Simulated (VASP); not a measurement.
The system is SnTe.

```
Te Sn
1.0
     0.00000    3.15085    3.15085
     3.15085    0.00000    3.15085
     3.15085    3.15085    0.00000
Te Sn
1 1
Cartesian
  3.1509 3.1509 3.1509
  0.0000 0.0000 0.0000
```

Base run:

| Quantity | Value |
| --- | --- |
| Program | VASP 6.6.1 |
| Functional | SCAN |
| Potentials or basis | VASP PAW PBE potentials, release 64 (Te, Sn_d) |
| Cutoff | 520 eV |
| k mesh | 5 × 5 × 5 |
| Occupations | fermi-dirac, width 0.05 eV |
| Spin | spin-orbit coupling, no magnetisation |

Its results: pressure 0.8 GPa.

The run is repeated on the same cell with these changes: functional from SCAN to r2SCAN; further incar settings from ALGO = Normal; EDIFF = 1e-06 to ALGO = Normal; EDIFF = 1e-07. What comes out?

Pressure 1.6 GPa.

Caveats: the PAW data sets were made with another functional, which shifts forces and pressure a little.
